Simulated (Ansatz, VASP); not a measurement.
## InAs: VASP beside Ansatz

Contents of INCAR:

```
SYSTEM = InAs
ALGO = Normal
EDIFF = 1E-7
EDIFFG = -0.005
ENCUT = 600
GGA = PE
IBRION = 2
ISIF = 3
ISMEAR = 0
LASPH = .True.
LCHARG = .False.
LREAL = .False.
LWAVE = .False.
NELM = 100
NSW = 100
PREC = Accurate
SIGMA = 0.1
```

KPOINTS

```
k-points
0
Gamma
  12 12 12
  0 0 0
```

POSCAR

```
InAs
1.0
    0.0000000000      2.8773040000      2.8773040000
    2.8773040000      0.0000000000      2.8773040000
    2.8773040000      2.8773040000      0.0000000000
In As
1 1
Direct
    0.5000000000      0.5000000000      0.5000000000
    0.0000000000      0.0000000000      0.0000000000
```

Input for Ansatz:

```yaml
crystal:
  lattice:
    - [0.0, 2.877304, 2.877304]
    - [2.877304, 0.0, 2.877304]
    - [2.877304, 2.877304, 0.0]
  atoms:
    - { symbol: In, position: [0.5, 0.5, 0.5] }
    - { symbol: As, position: [0.0, 0.0, 0.0] }
basis:
  ecutwfc: 420
kpoints:
  mp_grid: { grid: [12, 12, 12] }
hamiltonian:
  xc: pbe
scf:
  occupations: { method: gaussian, width: 0.1 }
output:
  forces: true
  stress: true
  eigenvalues: true
relax:
  adjacent_minimum: "off"
  f_tol: 0.005
  max_steps: 80
  cell: { stress_tol: 0.05 }
```

Measurements of this composition are mostly on another form, of space group No. 216.

Alike in both runs: task relaxation of cell and atoms; functional PBE; k mesh 12 × 12 × 12; occupations gaussian, width 0.1 eV; no spin polarisation.

```csv
,VASP,Ansatz
version,VASP 6.6.1,Ansatz 0.2.0
potentials or method,"VASP PAW PBE potentials, release 64 (In_d, As)","scalar-relativistic, plane waves, PAW"
plane-wave cutoff (eV),600,420
valence electrons in the cell,18,28
```

Ansatz gave:

| Property | Result |
| --- | --- |
| gap on the k mesh at the Fermi level, each at its own relaxed structure (eV) | none |
| relaxed volume (Å³/atom) | 23.77 |
| relaxed cell length with the largest relative difference (Å) | 4.066 |

Question: Which values does VASP return?

Answer: gap on the k mesh at the Fermi level, each at its own relaxed structure (eV): none; relaxed volume (Å³/atom): 23.80; relaxed cell length with the largest relative difference (Å): 4.068.

A gap of «none» marks a metal or a gap that the smearing closes. The two sets of potentials don't hold the same shells in valence.
